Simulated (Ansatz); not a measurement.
Level of theory: Ansatz 0.2.0, DFT, PBE, PAW with Ansatz's default frozen-core files, scalar-relativistic.

Fixed geometries (conventional cell, sites, source; prototypes and MP cells may be hypothetical) and settings:

BAs: Fm-3m, a = 4.61 Å, b = 4.61 Å, c = 4.61 Å, α = 90.00°, β = 90.00°, γ = 90.00°; B 4a (0.000 0.000 0.000), As 4b (0.500 0.000 0.000); rocksalt type, relaxed by us; 14×14×14 k mesh, smearing 0.05 eV, no spin
BP: Fm-3m, a = 4.32 Å, b = 4.32 Å, c = 4.32 Å, α = 90.00°, β = 90.00°, γ = 90.00°; B 4a (0.000 0.000 0.000), P 4b (0.500 0.000 0.000); rocksalt type, relaxed by us; 16×16×16 k mesh, smearing 0.05 eV, no spin
BN: P-6m2, a = 2.51 Å, b = 2.51 Å, c = 6.69 Å, α = 90.00°, β = 90.00°, γ = 120.00°; B 1b (0.000 0.000 0.500), B 1c (0.333 0.667 0.000), N 1a (0.000 0.000 0.000), N 1f (0.667 0.333 0.500); COD 1010602, reported, may be off; 11×11×4 k mesh, smearing 0.03 eV, no spin

Semilocal functionals give too small gaps and can close them; gaps under 0.4 eV may also close off the mesh.

The table gives the Bader charge on B.

```tsv
compound	charge	gap
BAs (Fm-3m)	-0.17 e	none
BP (Fm-3m)	+0.02 e	none
BN (P-6m2, site c)	+2.22 e	4.36 eV
BN (P-6m2, site b)	+2.22 e	4.36 eV
```
